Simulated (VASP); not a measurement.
# GeH (F-43m) in VASP: single point with PBE

Aim: the single point of GeH with PBE.

All numbers are computed with VASP 6.6.1; they aren't measurements. Logs are shortened: lines on timing, memory, paths and dates and some standing lists are left out, and cuts for length are marked.

## 1. Starting point

It takes space group F-43m (No. 216, cubic). Conventional cell: a = 4.728 Å, b = 4.728 Å, c = 4.728 Å, α = 90.00°, β = 90.00°, γ = 90.00°. Ge (site symmetry -43m) is surrounded by 4 H at 2.05 Å. Around H (site symmetry -43m) lie 4 Ge at 2.05 Å.

The cell was built by a generator and needn't be a form met in nature.

## 2. Single point, PBE

INCAR

```
SYSTEM = GeH
PREC = Accurate ; ENCUT = 520
EDIFF = 1E-6 ; ISMEAR = -1
SIGMA = 0.0189 ; LREAL = .FALSE.
LASPH = .TRUE. ; NELM = 80
ALGO = Normal ; ISIF = 2
LWAVE = .FALSE. ; LCHARG = .FALSE.
GGA = PE ; NBANDS = 14
```

KPOINTS

```
Automatic mesh
0
G
  12 12 12
  0 0 0
```

POSCAR

```
GeH
1.0
    0.0000000000      2.3639690000      2.3639690000
    2.3639690000      0.0000000000      2.3639690000
    2.3639690000      2.3639690000      0.0000000000
Ge H
1 1
Direct
    0.2500000000      0.2500000000      0.2500000000
    0.0000000000      0.0000000000      0.0000000000
```

Potentials or basis: VASP PAW PBE potentials, release 64 (Ge_d, H).

Command:

```console
$ cat potpaw_PBE.64/Ge_d/POTCAR potpaw_PBE.64/H/POTCAR > POTCAR
$ mpirun -np 1 vasp_std > vasp.out
```

OUTCAR:

```text
SYSTEM = GeH
   PREC = Accurate
   ENCUT = 520
   EDIFF = 1E-6
   ISMEAR = -1
   LREAL = .FALSE.
   LASPH = .TRUE.
   NELM = 80
   ISIF = 2
   GGA = PE

 ion  position               nearest neighbor table
   1  0.250  0.250  0.250-
   2  0.000  0.000  0.000-

  LATTYP: Found a face centered cubic cell.
 ALAT       =     4.7279380000

  Lattice vectors:

 A1 = (   0.0000000000,   2.3639690000,   2.3639690000)
 A2 = (   2.3639690000,   0.0000000000,   2.3639690000)
 A3 = (   2.3639690000,   2.3639690000,   0.0000000000)

Analysis of symmetry for initial positions (statically):
=====================================================================
 Subroutine PRICEL returns:
 Original cell was already a primitive cell.

 Routine SETGRP: Setting up the symmetry group for a
 face centered cubic supercell.

 Subroutine GETGRP returns: Found 24 space group operations
 (whereof 24 operations were pure point group operations)
 out of a pool of 48 trial point group operations.

The static configuration has the point symmetry T_d .

Analysis of symmetry for dynamics (positions and initial velocities):
=====================================================================
 Subroutine PRICEL returns:
 Original cell was already a primitive cell.

 Routine SETGRP: Setting up the symmetry group for a
 face centered cubic supercell.

 Subroutine GETGRP returns: Found 24 space group operations
 (whereof 24 operations were pure point group operations)
 out of a pool of 48 trial point group operations.

The dynamic configuration has the point symmetry T_d .

 Subroutine INISYM returns: Found 24 space group operations
 (whereof 24 operations are pure point group operations),
 and found     1 'primitive' translations

----------------------------------------------------------------------------------------

                                     Primitive cell

  volume of cell :      26.4214

  direct lattice vectors                    reciprocal lattice vectors
     0.000000000  2.363969000  2.363969000    -0.211508696  0.211508696  0.211508696
     2.363969000  0.000000000  2.363969000     0.211508696 -0.211508696  0.211508696
     2.363969000  2.363969000  0.000000000     0.211508696  0.211508696 -0.211508696

  length of vectors
     3.343157021  3.343157021  3.343157021     0.366343807  0.366343807  0.366343807

  position of ions in fractional coordinates (direct lattice)
     0.250000000  0.250000000  0.250000000
     0.000000000  0.000000000  0.000000000

  ion indices of the primitive-cell ions
   primitive index   ion index
                 1           1
                 2           2

----------------------------------------------------------------------------------------

 KPOINTS: Automatic mesh

Automatic generation of k-mesh.
 Grid dimensions read from file:
 generate k-points for:   12   12   12

 Generating k-lattice:

  Cartesian coordinates                     Fractional coordinates (reciprocal lattice)
    -0.017625725  0.017625725  0.017625725     0.083333333  0.000000000  0.000000000
     0.017625725 -0.017625725  0.017625725     0.000000000  0.083333333  0.000000000
     0.017625725  0.017625725 -0.017625725     0.000000000  0.000000000  0.083333333

  Length of vectors
     0.030528651  0.030528651  0.030528651

  Shift w.r.t. Gamma in fractional coordinates (k-lattice)
     0.000000000  0.000000000  0.000000000

 Subroutine IBZKPT returns following result:
 ===========================================

 Found     72 irreducible k-points:

 Following reciprocal coordinates:
            Coordinates               Weight
  0.000000  0.000000  0.000000      1.000000
  0.083333  0.000000  0.000000      8.000000
  0.166667  0.000000  0.000000      8.000000
  0.250000  0.000000  0.000000      8.000000
  0.333333  0.000000  0.000000      8.000000
  0.416667  0.000000  0.000000      8.000000
[... 16 lines left out ...]
  0.500000  0.166667  0.000000     24.000000
 -0.416667  0.166667  0.000000     24.000000
 [... further k-points ...]
   k-points           NKPTS =     72   k-points in BZ     NKDIM =     72   number of bands    NBANDS=     14
   number of dos      NEDOS =    301   number of ions     NIONS =      2
   total plane-waves  NPLWV =  21952
   dimension x,y,z NGX =    28 NGY =   28 NGZ =   28
   dimension x,y,z NGXF=    56 NGYF=   56 NGZF=   56
   ions per type =               1   1
   NGX,Y,Z   is equivalent  to a cutoff of  13.92, 13.92, 13.92 a.u.
   NGXF,Y,Z  is equivalent  to a cutoff of  27.85, 27.85, 27.85 a.u.
 SYSTEM =  GeH
   PREC   = accura    normal or accurate (medium, high low for compatibility)
   ISTART =      0    job   : 0-new  1-cont  2-samecut
   ICHARG =      2    charge: 1-file 2-atom 10-const
   ISPIN  =      1    spin polarized calculation?
   LNONCOLLINEAR =      F non collinear calculations
   LSORBIT =      F    spin-orbit coupling
   LASPH  =      T    aspherical Exc in radial PAW
   ENCUT  =  520.0 eV  38.22 Ry    6.18 a.u.   6.22  6.22  6.22*2*pi/ulx,y,z
   NELM   =     80;   NELMIN=  2; NELMDL= -5     # of ELM steps
   EDIFF  = 0.1E-05   stopping-criterion for ELM
   LREAL  =      F    real-space projection
   EDIFFG = 0.1E-04   stopping-criterion for IOM
   NSW    =      0    number of steps for IOM
   IBRION =     -1    ionic relax: 0-MD 1-quasi-New 2-CG
   NFREE  =      0    steps in history (QN), initial steepest desc. (CG)
   ISIF   =      2    stress and relaxation
   ISYM   =      2    0-nonsym 1-usesym 2-fastsym
   POTIM  = 0.5000    time-step for ionic-motion
   TEBEG  =    0.0;   TEEND  =   0.0 temperature during run
   PSTRESS=    0.0 pullay stress
   NELECT =      15.0000    total number of electrons
   NUPDOWN=      -1.0000    fix difference up-down
   EMIN   =  10.00;   EMAX   =-10.00  energy-range for DOS
   EFERMI =   0.00;   METHOD = LEGACY
   ISMEAR =    -1;   SIGMA  =   0.02  broadening in eV -4-tet -1-fermi 0-gaus
   EFERMI_NEDOS =   21; number of points for ismear=-14 and -15
   IALGO  =     38    algorithm
   IMIX   =      4    mixing-type and parameters
     AMIX     =   0.40;   BMIX     =  1.00
     AMIX_MAG =   1.60;   BMIX_MAG =  1.00
  volume/ion in A,a.u.               =      13.21        89.15
  Fermi-wavevector in a.u.,A,eV,Ry     =   1.355564  2.561645 25.001450  1.837555
  Thomas-Fermi vector in A             =   2.482641
   LORBIT       =      0    0 simple, 1 ext, 2 COOP (PROOUT), +10 PAW based schemes
   GGA     = PE    functional components
   LHFCALC =     F    Hartree Fock is set to
   AEXX    =    0.0000 exact exchange contribution
   IVDW    =     0    specifies the selected vdW correction
   LEPSILON=     F    determine dielectric tensor
   LRPA    =     F    only Hartree local field effects (RPA)
 non-spin polarized calculation
  energy-cutoff  :      520.00
  volume of cell :       26.42
 maximum number of plane-waves:       725
 NGX is ok and might be reduce to    28
   NGX = 13   NGY = 13   NGZ = 13

 number of electron      15.0000008 magnetization

 Free energy of the ion-electron system (eV)
  ---------------------------------------------------
  ext. energy  EPLUGINS =         0.00000000
  ---------------------------------------------------
  free energy    TOTEN  =        -6.56285343 eV

  energy without entropy =       -6.56180200  energy(sigma->0) =       -6.56232772

 E-fermi :   4.6698     XC(G=0): -10.2340

 val. band max:        4.6579252317   @ k =   0.5000   0.4167   0.0000
 cond. band min:       4.6799902865   @ k =  -0.4167   0.1667   0.0000
 fundamental gap:      0.0220650548
 Fermi energy:         4.6698159693

 k-point     1 :       0.0000    0.0000    0.0000
  band No.  band energies     occupation
      1     -20.2720      2.00000
      2     -20.2720      2.00000
      3     -20.2720      2.00000
      4     -20.2501      2.00000
      5     -20.2501      2.00000
      6      -7.9749      2.00000
      7       8.0539      0.00000
      8      10.1546      0.00000
      9      10.1546      0.00000
     10      10.1546      0.00000
     11      15.0908      0.00000
     12      15.0908      0.00000
     13      15.0908      0.00000
     14      16.2506      0.00000

 k-point     2 :       0.0833    0.0000    0.0000
  band No.  band energies     occupation
      1     -20.2721      2.00000
      2     -20.2706      2.00000
      3     -20.2706      2.00000
      4     -20.2501      2.00000
      5     -20.2501      2.00000
      6      -7.8449      2.00000
      7       7.3801      0.00000
      8       9.5677      0.00000
      9       9.9841      0.00000
     10       9.9841      0.00000
     11      15.3882      0.00000
     12      15.3882      0.00000
     13      15.6075      0.00000
     14      17.2758      0.00000

 k-point     3 :       0.1667    0.0000    0.0000
  band No.  band energies     occupation
      1     -20.2725      2.00000
      2     -20.2677      2.00000
      3     -20.2677      2.00000
      4     -20.2493      2.00000
      5     -20.2493      2.00000
      6      -7.4572      2.00000
      7       5.5192      0.00000
      8       8.9845      0.00000
      9       9.6003      0.00000
     10       9.6003      0.00000
     11      15.9183      0.00000
     12      15.9183      0.00000
     13      16.4485      0.00000
     14      18.4798      0.00000
[... 324 lines left out ...]
 k-point    23 :       0.5000    0.1667    0.0000
  band No.  band energies     occupation
      1     -20.2762      2.00000
      2     -20.2640      2.00000
      3     -20.2589      2.00000
      4     -20.2428      2.00000
      5     -20.2338      2.00000
      6      -4.2799      2.00000
      7      -0.5814      2.00000
      8       4.9932      0.00000
      9       7.5615      0.00000
     10       9.8349      0.00000
     11      14.0703      0.00000
     12      16.6722      0.00000
     13      18.4370      0.00000
     14      20.0702      0.00000

 k-point    24 :      -0.4167    0.1667    0.0000
  band No.  band energies     occupation
      1     -20.2738      2.00000
      2     -20.2650      2.00000
      3     -20.2595      2.00000
      4     -20.2402      2.00000
      5     -20.2365      2.00000
      6      -4.0849      2.00000
      7      -0.8445      2.00000
      8       4.6800      0.73716
      9       7.8988      0.00000
     10       9.9380      0.00000
     11      14.0793      0.00000
     12      16.2447      0.00000
     13      19.5257      0.00000
     14      20.5426      0.00000

 [... further k-points ...]

------------------------ aborting loop because EDIFF is reached ----------------------------------------

  FORCE on cell =-STRESS in cart. coord.  units (eV):
  Direction    XX          YY          ZZ          XY          YZ          ZX
  --------------------------------------------------------------------------------------
  -------------------------------------------------------------------------------------
  Total       -0.3290927     -0.3290927     -0.3290927      0.0000000     -0.0000000      0.0000000
  in kB      -19.9559983    -19.9559983    -19.9559983      0.0000000     -0.0000000      0.0000000
  external PRESSURE =     -19.9559983 kB  Pullay stress =       0.0000000 kB

 VOLUME and BASIS-vectors are now :
 -----------------------------------------------------------------------------
  energy-cutoff  :      520.00
  volume of cell :       26.42
      direct lattice vectors                 reciprocal lattice vectors
     0.000000000  2.363969000  2.363969000    -0.211508696  0.211508696  0.211508696
     2.363969000  0.000000000  2.363969000     0.211508696 -0.211508696  0.211508696
     2.363969000  2.363969000  0.000000000     0.211508696  0.211508696 -0.211508696

 POSITION                                       TOTAL-FORCE (eV/Angst)
 -----------------------------------------------------------------------------------
      1.18198      1.18198      1.18198        -0.000000     -0.000000     -0.000000
      0.00000      0.00000      0.00000         0.000000      0.000000      0.000000
 -----------------------------------------------------------------------------------
    total drift:                               -0.000000     -0.000000     -0.000000

  FREE ENERGIE OF THE ION-ELECTRON SYSTEM (eV)
  ---------------------------------------------------
  free  energy   TOTEN  =        -6.5628534329 eV

  energy  without entropy=       -6.5618020002  energy(sigma->0) =       -6.56232772
```

Run time: 14 s. Hardware: 1 thread of Intel Xeon 6975P-C (Granite Rapids), shared host; peak memory 0.17 GiB.

What came out:

- Free energy: -6.5629 eV
- Pressure: -2.0 GPa
- Band gap on the k mesh: none (metal or under the smearing width)
